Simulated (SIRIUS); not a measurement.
MnO:

```xyz
2
Lattice="0.0000 2.2239 2.2239 2.2239 0.0000 2.2239 2.2239 2.2239 0.0000" Properties=species:S:1:pos:R:3 pbc="T T T"
Mn    0.0000    0.0000    0.0000
O     2.2239    2.2239    2.2239
```

The cell is a database's computed one.

Base run:

| Item | Value |
| --- | --- |
| Program | SIRIUS 7.10.0 |
| Functional | LDA |
| Potentials or basis | PseudoDojo 0.4.1 PBE standard (scalar relativistic) |
| Cutoff | 1307 eV |
| Density cutoff | 5227 eV |
| k mesh | 7 × 7 × 7 |
| Occupations | fermi-dirac, width 0.05 eV |
| Spin | collinear spin, ferromagnetic start |
| Starting moments | [4.0, 0.0] μB |
| Hubbard terms | Mn d U = 4 eV |

Its results: pressure -3.1 GPa; net moment 5.00 μB per cell.

The run is repeated on the same cell with these changes: hubbard terms from Mn d U = 4 eV to Mn d U = 8 eV. What comes out?

Pressure 1.6 GPa; net moment 5.00 μB per cell.

Caveats: the potentials were made for another functional, which shifts forces and pressure; a cell with one magnetic atom can't hold antiferromagnetic order, which such compounds often take.
